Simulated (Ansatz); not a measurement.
# Deforming CoO

```xyz
2
Lattice="0.0000 2.1315 2.1315 2.1315 0.0000 2.1315 2.1315 2.1315 0.0000" Properties=species:S:1:pos:R:3 pbc="T T T"
Co    0.0000    0.0000    0.0000
O     2.1315    2.1315    2.1315
```

Atom numbers follow the list: Co1, O2.

The cell is COD entry 1533087, as deposited and not checked against the literature; nothing was relaxed.

Semilocal functionals without U often leave such compounds metallic or with too small a gap, and the real magnetic order may differ.

Other magnetic orders may lie lower; this is the state that the run reached.

Method: DFT, PBE, PAW with Ansatz's default frozen-core files, scalar-relativistic in Ansatz 0.2.0.

Numerical set-up: a Γ-centred 15×15×15 k mesh, Fermi–Dirac smearing of 0.05 eV, cutoff 420 eV, spin-polarised from start moments Co1 2 μB.

The unchanged cell is at -1.74 GPa.

In a metal, stresses and small energies carry noise from the k mesh.

x, y and z are the Cartesian axes of the cell as listed; fractional coordinates follow a strain, and an engineering shear is twice the off-diagonal strain component.

Problem. One change gave: energy change -0.6 meV/atom; stress change (xx, yy, zz, yz, xz, xy) -0.04, -0.04, -0.04, 0.40, 0.40, 0.40 GPa, compression positive; moment 2.94 → 2.94 μB. Which change was it?
A. equal xy, yz and zx engineering shear strains of +1.5 %
B. equal xy, yz and zx engineering shear strains of +1 %
C. atom 2 (O) moved by (0.1414, 0.1414, 0.0000) Å

Solution. A. For equal xy, yz and zx engineering shear strains of +1 %: energy change -0.3 meV/atom; stress change (xx, yy, zz, yz, xz, xy) -0.02, -0.02, -0.02, 0.29, 0.29, 0.29 GPa, compression positive; moment 2.94 → 2.94 μB. For atom 2 (O) moved by (0.1414, 0.1414, 0.0000) Å: energy change +14.0 meV/atom; stress change (xx, yy, zz, yz, xz, xy) 4.80, 4.80, -0.89, 0.00, 0.00, -2.09 GPa, compression positive; change of the force on O2 (-0.243, -0.243, 0.000) eV/Å; moment 2.94 → 2.95 μB.

Problem. What force constant does this one finite step give for O2 along its displacement (all its periodic images move with it)?

Solution. k = −ΔF·u/|u|² = 1.72 eV/Å², so the force pulls the atom back.
